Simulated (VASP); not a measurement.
Input of a VASP 6.6.1 run:

INCAR

```
PREC = Accurate
ENCUT = 600
EDIFF = 1E-6
ISMEAR = 0
SIGMA = 0.03
LREAL = F
LASPH = T
NELM = 80
ALGO = Normal
ISIF = 3
LWAVE = F
LCHARG = F
GGA = MK
LUSE_VDW = T
AGGAC = 0.0
PARAM1 = 0.1234
PARAM2 = 0.711357
ZAB_VDW = -1.8867
IBRION = 2
NSW = 90
EDIFFG = -0.01
KPAR = 2
```

KPOINTS

```
regular mesh
0
Gamma
  4 8 8
```

POSCAR

```
SnSe
1.0
   11.4200000000      0.0000000000      0.0000000000
    0.0000000000      4.1900000000      0.0000000000
    0.0000000000      0.0000000000      4.4600000000
Sn Se
4 4
Direct
    0.1230000000      0.2500000000      0.0910000000
    0.3770000000      0.7500000000      0.5910000000
    0.6230000000      0.2500000000      0.4090000000
    0.8770000000      0.7500000000      0.9090000000
    0.3570000000      0.2500000000      0.0160000000
    0.1430000000      0.7500000000      0.5160000000
    0.8570000000      0.2500000000      0.4840000000
    0.6430000000      0.7500000000      0.9840000000
```

Potentials or basis: VASP PAW PBE potentials, release 64 (Sn_d, Se).

Command:

```bash
$ cat potpaw_PBE.64/Sn_d/POTCAR potpaw_PBE.64/Se/POTCAR > POTCAR
$ mpirun -np 2 vasp_std > vasp.out
```

Question: Estimate the relaxed volume.

Answer: 27.24 Å³/atom.

Question: Predict the band gap on the k mesh.

Answer: 0.63 eV, indirect (least direct gap 0.84 eV).

Final structure:
```xyz
8
Lattice="11.6514 0.0000 0.0000 0.0000 4.2026 0.0000 0.0000 0.0000 4.4507" Properties=species:S:1:pos:R:3 pbc="T T T"
Sn    1.3933    1.0507    0.4511
Sn    4.4324    3.1520    2.6764
Sn    7.2190    1.0507    1.7742
Sn   10.2581    3.1520    3.9996
Se    4.1507    1.0507    0.1022
Se    1.6750    3.1520    2.3275
Se    9.9764    1.0507    2.1232
Se    7.5007    3.1520    4.3485
```

Caveat: the PAW data sets were made with another functional, which shifts forces and pressure a little; spin-orbit coupling is left out, which moves the levels of the heavy elements. Zero-point motion and thermal expansion aren't in these numbers.
